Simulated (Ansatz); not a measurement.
# Σ3 (112) boundary in fcc Pt with Bi (substitutional): structure and resistance, part 2 of 2

Aim: the relaxed structure and the specific resistance of the Σ3 (112) boundary in fcc Pt with Bi (substitutional).

Ansatz 0.2.0; Ansatz plane-wave DFT, PBE, PAW files; relaxation of a bicrystal slab with its lowest layers held; PAW set soft_1 (the session's first sound run).

So far. Step 2 (Relaxing the bicrystal): The largest force component on a free atom ends at 0.0054 eV/Å, under the tolerance of 0.03, after 17 steps.

## (3) Transmission across the boundary

Bulk layers of each grain are laid under and over the relaxed boundary, and a lead is named in the middle of each, away from the free faces. The mesh across the current, 22×10, is finer than the density's, because channels open and close sharply across the zone. Energies from -0.1 to 0.1 eV in steps of 0.05 eV are too few for the program's thermal sum, so it prints no conductance; for a metal the transmission near the Fermi level serves, at a fraction of the cost.

This step: Ansatz plane-wave DFT, PBE, PAW files; ballistic transport by layer matching (Landauer), zero bias; boundary relaxed in a short slab, bulk layers laid on; PAW set soft_1 (Ansatz 0.2.0).

System of this step: Σ3 (112) boundary in fcc Pt with Bi (substitutional). The cell holds 53 atoms: 52 Pt and 1 Bi. Cell: a = 2.773 Å, b = 6.793 Å, c = 50.788 Å, α = 90.0°, β = 90.0°, γ = 90.0°. It derives from Pt. Regions: lower grain, 22 atoms (22 Pt); boundary, 14 atoms (13 Pt and 1 Bi); upper grain, 17 atoms (17 Pt). Vacuum lies along c.

The input, input.yaml:

```yaml
crystal:
  lattice:
    - [2.7731313745, 0.0, 0.0]
    - [0.0, 6.7927568571, 0.0]
    - [0.0, 0.0, 50.7884272815]
  atoms:
    - { symbol: Pt, position: [-14.4999999996, 9.6666666666, 0.0787580993] }
    - { symbol: Pt, position: [-13.9999999996, 9.3333333333, 0.0945202348] }
    - { symbol: Pt, position: [-13.4999999996, 9.0, 0.1102823703] }
    - { symbol: Pt, position: [-12.9999999997, 8.6666666666, 0.1260445058] }
    - { symbol: Pt, position: [-12.4999999997, 8.3333333333, 0.1418066413] }
    - { symbol: Pt, position: [-11.9999999997, 8.0, 0.1575687768] }
    - { symbol: Pt, position: [-11.4999999997, 7.6666666666, 0.1733309123] }
    - { symbol: Pt, position: [-10.9999999997, 7.3333333333, 0.1890930478] }
    - { symbol: Pt, position: [-10.4999999997, 7.0, 0.2048551833] }
    - { symbol: Pt, position: [-9.9999999998, 6.6666666666, 0.2206173188] }
    - { symbol: Pt, position: [-9.4999999998, 6.3333333333, 0.2363794543] }
    - { symbol: Pt, position: [-8.9999999998, 6.0, 0.2521415899] }
    - { symbol: Pt, position: [-8.4999999998, 5.6666666666, 0.2679037254] }
    - { symbol: Pt, position: [-7.9999999998, 5.3333333333, 0.2836658609] }
    - { symbol: Pt, position: [-7.4999999999, 5.0, 0.2994279964] }
    - { symbol: Pt, position: [-6.9999999999, 4.6666666666, 0.3151901319] }
    - { symbol: Pt, position: [-6.4999999999, 4.3333333333, 0.3309522674] }
    - { symbol: Pt, position: [-5.9999999999, 4.0, 0.3467144029] }
    - { symbol: Pt, position: [-5.4999999999, 3.6666666666, 0.3624765384] }
    - { symbol: Pt, position: [-4.9999999999, 3.3333333333, 0.3782386739] }
    - { symbol: Pt, position: [-4.5, 3.0, 0.3940008094] }
    - { symbol: Pt, position: [-4.0, 2.6666666666, 0.4097629449] }
    - { symbol: Pt, position: [0.5, 0.3333333333, 0.4255250804] }
    - { symbol: Pt, position: [0.0, -0.0050808309, 0.4420715289] }
    - { symbol: Pt, position: [0.5, 0.6592786966, 0.458832327] }
    - { symbol: Pt, position: [0.0, 0.3259086923, 0.4754938748] }
    - { symbol: Pt, position: [0.5, -0.0054539547, 0.4908123906] }
    - { symbol: Pt, position: [0.0, 0.6676640981, 0.5077739163] }
    - { symbol: Pt, position: [0.5, 0.3387021966, 0.5246456274] }
    - { symbol: Bi, position: [0.0, -0.0433406142, 0.5474915838] }
    - { symbol: Pt, position: [0.0, 0.3844172623, 0.5708424829] }
    - { symbol: Pt, position: [0.5, -0.2862370896, 0.5884849952] }
    - { symbol: Pt, position: [0.0, 0.0430839141, 0.6044871626] }
    - { symbol: Pt, position: [0.5, 0.375455482, 0.6192913531] }
    - { symbol: Pt, position: [0.0, -0.2897992769, 0.6376876065] }
    - { symbol: Pt, position: [0.5, 0.0469176404, 0.6532855971] }
    - { symbol: Pt, position: [-4.0, 2.3802509737, 0.6690477326] }
    - { symbol: Pt, position: [-4.5, 2.713584307, 0.6848098681] }
    - { symbol: Pt, position: [-4.9999999999, 3.0469176404, 0.7005720036] }
    - { symbol: Pt, position: [-5.4999999999, 3.3802509737, 0.7163341391] }
    - { symbol: Pt, position: [-5.9999999999, 3.713584307, 0.7320962746] }
    - { symbol: Pt, position: [-6.4999999999, 4.0469176404, 0.7478584101] }
    - { symbol: Pt, position: [-6.9999999999, 4.3802509737, 0.7636205457] }
    - { symbol: Pt, position: [-7.4999999999, 4.713584307, 0.7793826812] }
    - { symbol: Pt, position: [-7.9999999998, 5.0469176404, 0.7951448167] }
    - { symbol: Pt, position: [-8.4999999998, 5.3802509737, 0.8109069522] }
    - { symbol: Pt, position: [-8.9999999998, 5.713584307, 0.8266690877] }
    - { symbol: Pt, position: [-9.4999999998, 6.0469176404, 0.8424312232] }
    - { symbol: Pt, position: [-9.9999999998, 6.3802509737, 0.8581933587] }
    - { symbol: Pt, position: [-10.4999999997, 6.713584307, 0.8739554942] }
    - { symbol: Pt, position: [-10.9999999997, 7.0469176404, 0.8897176297] }
    - { symbol: Pt, position: [-11.4999999997, 7.3802509737, 0.9054797652] }
    - { symbol: Pt, position: [-11.9999999997, 7.713584307, 0.9212419007] }
kpoints:
  mp_grid: { grid: [9, 4, 1] }
hamiltonian:
  xc: pbe
  pseudopotentials: { kind: paw, azcp: { folder: soft_1 } }
scf:
  occupations: { method: fermi_dirac, width: 0.1 }
output:
  transmission:
    leads: [[12, 13], [43, 44]]
    kmesh: [22, 10]
    e_range: [-0.1, 0.1]
    de: 0.05
  write_potential: true
  write_density: true
  volumetric_format: npy
  elf: true
```

Launch:

```bash
> ansatz run input.yaml --threads 4 --pin off --max-ram 15360MiB --backend cpu --events-out ev --progress --plain --runs-dir out
```

Numbers of over 12 decimals in the logs are rounded to 6 here.

The log of the run:

```text
[...]
Crystal: 53 atoms, lattice volume = 956.712 Å³
Basis set: ecut = 420 eV, 18815 PW (Γ)
Bands: 571, of which v1, the nominal top of the filled ones, is band 476 counted from 1 (475 counted from 0)
Symmetry: 2 space group operations
[...]
k-points: 15 of 36 (time reversal used)
[...]
SCF iter   1: F=—  HF=-663697.719509 eV  |F-HF|=—  |Δ(HF+E_count)|=         —  Δρ=7.99e-2  dr2=1.24e2  ethr=3.10e-3  ⟨swp⟩=6.0  Hψ=30357  notcnv=0  defer=457
[...]
SCF iter  13: F=-663680.092609 eV  HF=-663680.092609 eV  |F-HF|=2.60e-8  |Δ(HF+E_count)|=   2.33e-9  Δρ=7.53e-7  dr2=2.69e-8  ethr=1.05e-11  ⟨swp⟩=11.5  Hψ=31688  notcnv=0
SCF 1 converged in 13 iterations: F = -663680.092609 eV  dr2 = 2.69e-8
[...]
transmission: 519 of 5184 steps passed
transmission: 1037 of 5184 steps passed
[...]
transmission: 5184 of 5184 steps passed
WARN: The input density's exchange-correlation potential varies sharply where the density is thin. Do not read a vacuum level from v_tot or v_xc, or from such a field of the output density. On a cell that repeats whose density bears no net charge and no dipole along the vacuum's axis use v_es (v_loc + v_h of the components); under efield.dipole_correction with no amplitude use v_es + v_field, which holds any external [...]
SCF converged after 13 iterations
the last check of whether an eigenvalue changes by more than its tolerance under the output density was not made (no_room)
Free energy (F): -663680.092609 eV
[...]
Internal energy: -663677.302691 eV  (E = F + TS)
E sigma→0 (E₀):  -663678.697650 eV
Entropy (-TS):   -2.789919 eV (-52.640 meV/atom)
Fermi energy:    18.693556 eV
[...]
--- Band table (eV; the first three rows and the last of 15) ---
  k-point 0: bands = [... 472 lower, 18.4934, 18.5020, 18.5220, 18.5487, 18.5538, 18.5911, 18.6076, 18.6417, ... 91 higher]
  k-point 1: bands = [... 472 lower, 18.3212, 18.3575, 18.3773, 18.3971, 18.4042, 18.4205, 18.4345, 18.4426, ... 91 higher]
  k-point 2: bands = [... 472 lower, 18.4466, 18.4478, 18.4596, 18.4620, 18.4644, 18.4780, 18.4974, 18.5133, ... 91 higher]
  k-point 14: bands = [... 472 lower, 18.9741, 19.0295, 19.0313, 19.0374, 19.0449, 19.0816, 19.0875, 19.2099, ... 91 higher]
--- Transmission ---
  basis      : 167 plane waves across, 72 finite elements along
  points     : 72, standing for a mesh of 22 x 10
  energies   : 5 from -0.100000 to 0.100000 eV about the Fermi level, 0.050000 eV apart; the leads are filled to 0.000000 eV, and channels, transmission and decay are at 0.000000 eV
  crystal 0  : Pt3, at the sites [12, 13], period 2.4016 Å, over 18.41 Å; its Hamiltonian steps by up to 21.5 meV
    offset         : up to 0.0000 Å between an atom of the period and one for which it stands
    channels       : 4.931818e0 a spin
    conductance    : none, the energies end too early or step too widely for 300 K: set another output.transmission.e_range or a lower de, or, where they end at an eighth of basis.ecutwfc, a higher one
[...]
channels       : 4.950000e0 a spin
[...]
junction   : crystal 0 to crystal 1, 13.50 to 37.88 Å
    transmission   : 1.824866e0 a spin
[...]
```

It took 19 min on 4 threads of Arm Neoverse V1, shared host; peak memory 11 GiB; 70 min of CPU time.

Numbers from this step:

- free energy: -663680.0926 eV
- energy at zero smearing: -663678.6976 eV
- Fermi energy: 18.69 eV
- cell area: 18.84 Å²
- transmission per spin nearest the Fermi level: 1.825
- open channels per spin nearest the Fermi level: 4.932
- open channels per spin, upper lead: 4.95
- step of the lead's potential: 21.5 meV
- step of the upper lead's potential: 24.5 meV

Per spin. Transmission, zone mean against energy, zero at the Fermi level:

| energy (eV) | transmission, zone mean |
| --- | --- |
| -0.1000 | 1.94 |
| -0.0500 | 1.88 |
| 0.0000 | 1.82 |
| 0.0500 | 1.75 |
| 0.1000 | 1.65 |

Per spin. Open channels, zone mean against energy, zero at the Fermi level:

| energy (eV) | lead | upper lead |
| --- | --- | --- |
| -0.1000 | 5.63 | 5.65 |
| -0.0500 | 5.57 | 5.6 |
| 0.0000 | 4.93 | 4.95 |
| 0.0500 | 4.49 | 4.50 |
| 0.1000 | 4.22 | 4.22 |

Transmission over k1 and k2. At 0.0000 eV from the Fermi level.

Ten even steps from '0' (0.43) to '9' (3.10):
```
5527556776656677655725
2525455665676566554525
4436445443797344544634
7425124326696623421524
6645220056787650022546
7425124326696623421524
4436445443797344544634
2525455665676566554525
5527556776656677655725
5656656774545477656656
```
Columns: k1 (b1) from -0.5 to 0.455; rows upwards: k2 (b2) from -0.5 to 0.4.

Open channels over k1 and k2. At 0.0000 eV from the Fermi level.

Ten even steps from '0' (2.00) to '9' (8.00):
```
3638566666686666665836
6515666653363356666515
6533566531565135665335
9603156313585313651306
6601551033888330155106
9603156313585313651306
6533566531565135665335
6515666653363356666515
3638566666686666665836
3393333333666333333393
```
Columns: k1 (b1) from -0.5 to 0.455; rows upwards: k2 (b2) from -0.5 to 0.4.

Valence density in the cb plane at fractional x = 0.000, with atoms of Pt and Bi within 0.2 Å of it. It is the smooth field of the valence electrons, not physical close to the nuclei.

Values in units of 1e0 e/Å³, 10 rows by 16 columns, each cell a mean:
```
0.3 0.3 1.8 6.5 0.7 0.3 0.2 0.6 5.9 2.2 0.4 2.9 0.8 0.3 0.2 0.5
0.2 0.6 0.5 0.8 0.2 0.2 0.6 0.5 1.6 0.6 0.2 0.3 0.7 1.8 0.3 0.2
0.5 5.6 2.0 0.3 0.3 0.5 5.7 2.0 0.2 0.2 0.3 0.3 3.0 8.2 0.7 0.3
0.6 7.9 3.0 0.3 0.3 0.7 8.0 2.8 0.1 0.1 0.3 0.2 1.8 5.1 0.5 0.3
0.4 1.6 0.7 0.2 0.3 0.3 1.6 0.6 0.1 0.7 0.6 0.2 0.3 0.5 0.7 0.5
2.6 0.3 0.3 0.2 1.7 2.1 0.3 0.3 0.3 5.6 4.0 0.2 0.3 0.3 5.4 3.7
7.2 0.4 0.3 0.3 5.5 6.6 0.3 0.3 0.4 5.7 4.0 0.3 0.3 0.3 6.0 4.0
2.9 0.3 0.3 0.3 2.5 3.0 0.2 0.2 0.2 0.8 0.7 0.4 0.2 0.2 0.9 0.7
0.3 0.2 0.5 1.3 0.4 0.4 0.1 0.1 0.4 0.3 0.5 4.1 1.0 0.2 0.3 0.8
0.3 0.3 2.3 7.8 0.8 0.3 0.2 0.3 3.4 1.3 1.1 9.2 2.3 0.3 0.3 1.7
```
Columns run along c (16.0 Å, from fractional 0.38 to 0.69 of the cell), rows up along b (6.8 Å). Atoms in or near the plane, at fractional coordinates: Pt at (0.41, 0.67), Pt at (0.44, 0.99), Pt at (0.48, 0.33), Pt at (0.51, 0.67), Bi at (0.55, 0.96), Pt at (0.57, 0.38), Pt at (0.60, 0.04), Pt at (0.64, 0.71), Pt at (0.67, 0.38).

Electrostatic potential energy in the cb plane at fractional x = 0.000, with atoms of Pt and Bi within 0.2 Å of it. With pseudopotentials it is smooth inside the atoms' cores, unlike the true potential.

Values in eV, 10 rows by 16 columns, each cell a mean:
```
 20  20  -4 -41  12  20  20   8 -37 -14  15 -17  10  19  21  14
 21  12  14   9  20  21  12  13 -10   6  20  18  10  -6  19  20
 15 -36  -6  20  20  15 -37  -5  18  20  19  20 -14 -47  11  18
 12 -46 -14  20  19  11 -46 -12  22  22  20  21  -3 -33  14  19
 17  -3  12  22  19  18  -3  13  22  10  13  22  18  13  10  14
-14  18  20  21  -3  -8  19  20  18 -34 -22  20  19  18 -34 -21
-42  16  18  19 -32 -38  18  18  18 -35 -22  19  19  18 -36 -23
-15  20  20  20 -11 -16  20  20  20   8  12  17  20  21   7  10
 18  21  15   1  16  18  22  20  11  16  14 -27   6  21  20   9
 19  20  -7 -46   9  19  20  12 -26  -5   5 -51  -8  19  19  -2
```
Columns run along c (16.0 Å, from fractional 0.38 to 0.69 of the cell; values clipped at the 3rd and 97th percentile), rows up along b (6.8 Å). Atoms in or near the plane, at fractional coordinates: Pt at (0.41, 0.67), Pt at (0.44, 0.99), Pt at (0.48, 0.33), Pt at (0.51, 0.67), Bi at (0.55, 0.96), Pt at (0.57, 0.38), Pt at (0.60, 0.04), Pt at (0.64, 0.71), Pt at (0.67, 0.38).

ELF in the cb plane at fractional x = 0.000, with atoms of Pt and Bi within 0.2 Å of it. It is the smooth field of the valence electrons, not physical close to the nuclei.

Ten even steps from '0' (0.09) to '9' (0.59), each cell a mean:
```
23333347999632233322362112533578863223321136
12233335887421123333454114532334443323211123
01233333443210123333455555422333333455321122
12356543333211124565455554323333225888632223
23699963333321237998644321233333237999842333
23799984233332248999743000233432237999733333
33589984223333237999842001233321126888533332
33468863112333224887531012333210123444433332
33333332101233333433221124555311122333345542
65333322101345543323322247998522223333479984
98533333212589973233333348999632333323599995
99633333322699984333433348999632333323699984
99732233322589995323433336887432332212478863
87421123333478874212332223444322332101234433
43210122333344432101122233333345542101233334
33211124554333332100124454333479974212333336
33322247998423333210146556534689995223333348
33332358999632334321364114544699984223332248
```
Columns run along c (16.0 Å, from fractional 0.38 to 0.69 of the cell), rows up along b (6.8 Å). Atoms in or near the plane, at fractional coordinates: Pt at (0.41, 0.67), Pt at (0.44, 0.99), Pt at (0.48, 0.33), Pt at (0.51, 0.67), Bi at (0.55, 0.96), Pt at (0.57, 0.38), Pt at (0.60, 0.04), Pt at (0.64, 0.71), Pt at (0.67, 0.38).

Over the solved energies the transmission per spin lies between 1.65 and 1.94, out of 4.97 channels of the lead on average (up to 5.63).

## (4) Specific resistance

This step: Ansatz plane-wave DFT, PBE, PAW files; ballistic transport by layer matching (Landauer), zero bias; specific resistance of the boundary; PAW set soft_1 (Ansatz 0.2.0).

This step gave:

* area resistance: 0.8551 fΩ m²
* T over the leads' mean channel count: 0.3636

Averaged over the energies near the Fermi level, 36.4 % of the channels pass, which makes 0.855 fΩ m².

By hand, with T and the leads' channels N averaged over the energies near the Fermi level: RA = A (h/2e²)(1/T − ½[1/N₁ + 1/N₂]) = 18.84×10⁻²⁰ m² × 12 906 Ω × (1/1.809 − ½[1/4.968 + 1/4.985]) = 0.855 fΩ m².

## (5) Summary of results

```json
{"specific resistance of the boundary": "0.855 fΩ m²", "share of channels that pass": "0.364"}
```

What this shows: The boundary has a specific resistance of 0.86 fΩ m². The boundary reflects 64 % of the channels; 0.86 fΩ m² is 8.6×10⁻¹² Ω·cm². That equals the resistance of 7.9 nm of bulk Pt at 300 K (measured 10.8 µΩ cm, CRC Handbook of Chemistry and Physics, 84th ed., 2003, Electrical Resistivity of Pure Metals). One Bi in 18.8 Å² of boundary is a high coverage. In the relaxation the upper grain slid sideways by about 2.0 Å, so the result belongs to the position that it found, not to the starting one. Each plane of this narrow cell holds one atom, so the solute fills a whole plane. One starting structure was relaxed; another shift or atom count at the boundary may lie lower. Spin-orbit coupling is left out, which matters for Bi and Pt.

[Logs are printed without paths, hosts, clocks, repeated set-up lines and the standing remarks that a program may print on its own settings, such as how far it seeks lower states.]

[Hosts, paths, dates, database ids (printed as entryN), source tags and the programs' standing remarks are cut or masked in the printed files.]
